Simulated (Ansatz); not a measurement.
# Mg: the cost of one run

Computed with Ansatz 0.2.0 (DFT r2SCAN, scalar-relativistic, plane waves, PAW).

## (1) The structure to begin with

The structure is cubic, space group Fm-3m (No. 225). The conventional cell has a = 4.489 Å, b = 4.489 Å, c = 4.489 Å, α = 90.00°, β = 90.00°, γ = 90.00°. Mg (site symmetry m-3m) is surrounded by 12 Mg at 3.17 Å.

Structure file:

```xyz
1
Lattice="0.0000 2.2443 2.2443 2.2443 0.0000 2.2443 2.2443 2.2443 0.0000" Properties=species:S:1:pos:R:3 pbc="T T T"
Mg    0.0000    0.0000    0.0000
```

The structure comes from the Materials Project (structure only).

## (2) Another functional, on a distorted cell: r2SCAN

Against the listed cell: strain xx, yy, zz, yz, xz, xy = +1.8, +1.8, +1.8, +0.0, +0.0, +0.0 %.

File input.yaml:

```yaml
crystal:
  lattice:
    - [0.0, 2.2843159696, 2.2843159696]
    - [2.2843159696, 0.0, 2.2843159696]
    - [2.2843159696, 2.2843159696, 0.0]
  atoms:
    - { symbol: Mg, position: [0.0, 0.0, 0.0] }
basis:
  ecutwfc: 500
kpoints:
  mp_grid: { grid: [16, 16, 16] }
hamiltonian:
  xc: r2scan
scf:
  occupations: { method: gaussian, width: 0.1 }
output:
  forces: true
  stress: true
  eigenvalues: true
  populations: true
```

The run is started by

```sh
$ ansatz run input.yaml --threads 1 --pin off --max-ram 1331MiB --backend cpu --events-out ev --progress --plain --runs-dir out
```

**Question.** How long does this run take on 1 thread of an x86-64 CPU, shared host, and how much memory does it need?

About 7.2 s, with a peak of 0.37 GiB.
